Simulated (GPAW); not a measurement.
The system is W.

```
W
1.0
     0.00000    2.03000    2.03000
     2.03000    0.00000    2.03000
     2.03000    2.03000    0.00000
W
1
Direct
  0.00000 0.00000 0.00000
```

This isn't the form of W at room conditions, which is bcc.

* Program: GPAW 26.7.0
* Task: relaxation of cell and atoms
* Functional: M06-L
* Dispersion: D3
* Potentials or basis: GPAW PAW data sets (gpaw-data 1.2.1)
* Cutoff: 600 eV
* Basis: pw
* k mesh: 9 × 9 × 9
* Occupations: fermi-dirac, width 0.05 eV
* Spin: no spin polarisation

At the start: pressure -14.7 GPa; volume 16.73 Å³/atom.

Question: How do energy, volume and symmetry change on relaxing?

Answer: Over 4 steps the energy falls by 37.7 meV/atom and the volume is 15.94 Å³/atom (-4.8 %); space group Fm-3m (No. 225, to 0.05 Å).

The path:
| step | energy change (eV) | largest force (eV/Å) | pressure (GPa) | volume (Å³) |
| --- | --- | --- | --- | --- |
| 1 | 0.0000 | 0.0000 | -14.67 | 16.73 |
| 2 | -0.0327 | 0.0000 | 5.79 | 15.67 |
| 3 | -0.0377 | 0.0000 | -0.24 | 15.95 |
| 4 | -0.0377 | 0.0000 | 0.00 | 15.94 |

Final structure:
```
CELL_PARAMETERS angstrom
0.00000 1.99732 1.99732
1.99732 0.00000 1.99732
1.99732 1.99732 0.00000
ATOMIC_POSITIONS crystal
W 0.00000 0.00000 0.00000
```

Caveat: later steps reuse the first step's grids; the PAW data sets were made with another functional, which shifts forces and pressure a little; pairwise dispersion overbinds metals, which lowers pressure and volume.
